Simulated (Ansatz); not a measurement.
Relaxed bulk TiAl3, space group I4/mmm (No. 139):

```cif
data_structure
_symmetry_space_group_name_H-M 'I4/mmm'
_symmetry_Int_Tables_number 139
_cell_length_a 3.8240
_cell_length_b 3.8240
_cell_length_c 8.5638
_cell_angle_alpha 90.000
_cell_angle_beta 90.000
_cell_angle_gamma 90.000
_cell_volume 125.23
loop_
_atom_site_label
_atom_site_type_symbol
_atom_site_symmetry_multiplicity
_atom_site_Wyckoff_symbol
_atom_site_fract_x
_atom_site_fract_y
_atom_site_fract_z
_atom_site_occupancy
Ti1 Ti 2 a 0.00000 0.00000 0.00000 1
Al1 Al 2 b 0.50000 0.50000 0.00000 1
Al2 Al 4 d 0.00000 0.50000 0.25000 1
```

Level of theory: DFT r2SCAN, scalar-relativistic, plane waves, PAW in Ansatz 0.2.0. Cutoff 500 eV, k spacing 0.19 to 0.25 Å⁻¹, dipole correction; no spin polarisation.

Slabs with different planes and terminations (top/bottom plane) are cut from it in 1×1 cells and relaxed. Each holds whole formula units counted by Ti and an excess Δn of Al (negative: a deficit); ΔE is its energy over those formula units in the bulk and the excess in the standard state of Al. The formation energy of TiAl3 is -1.737 eV a formula unit (uncorrected), so Δμ(Al) runs from -0.579 eV to 0 if no other compound intervenes.

```
                   slab A (Å²)  Δn(Al)  ΔE (eV)
   (001) Al/Al, Ti3Al11   14.62   +2.00    2.437
(001) TiAl/TiAl, Ti3Al7   14.62   -2.00    4.706
  (001) TiAl/Al, Ti3Al9   14.62       0    3.557
```

Task: Work out each slab's surface energy at the Al-rich and Al-poor ends.

Result: γ = [ΔE − Δn·Δμ(Al)]/(2A) × 16.02 J/m² per eV/Å², the mean of both faces:

```
                   slab Al-rich (J/m²) Al-poor (J/m²)
   (001) Al/Al, Ti3Al11            1.34            1.97
(001) TiAl/TiAl, Ti3Al7            2.58            1.94
  (001) TiAl/Al, Ti3Al9            1.95            1.95
```

Task: Does the lowest surface change with the conditions?

Result: Yes: among these slabs (001) Al/Al, Ti3Al11 is lowest at the Al-rich end and (001) TiAl/TiAl, Ti3Al7 at the Al-poor end. Their lines cross where (ΔE − Δn·Δμ)/A is equal, at Δμ(Al) = -0.57 eV, with γ = 1.96 J/m²; near there (001) TiAl/Al, Ti3Al9 lies lower still.

Only the planes named were cut, so another facet can lie lower still. Reconstructions in larger cells weren't sought.

Al termination is clearly favoured under Al-rich conditions, 1.34 against 2.58 J/m² for the mixed TiAl plane. The likely reason is that an Al cap leaves the subsurface Ti with its full shell of Al neighbours, whereas a TiAl surface cuts strong, directional Ti d–Al p bonds; Al also has the lower surface energy of the two elements.

The change of termination at the Al-poor end carries little weight. The crossing at -0.57 eV almost coincides with the limit of -0.579 eV, which corresponds to equilibrium with elemental Ti. Known Ti–Al phases richer in Ti, such as TiAl2 and TiAl, end the stability range of TiAl3 before that, so the Al plane is probably the preferred (001) termination wherever the compound is in equilibrium.

Nor is the TiAl/Al slab a third termination: it carries one face of each kind, and its energy is nearly the mean of the two symmetric slabs. Its slight advantage near the crossing probably reflects residual slab effects such as finite thickness, not a distinct stable surface.
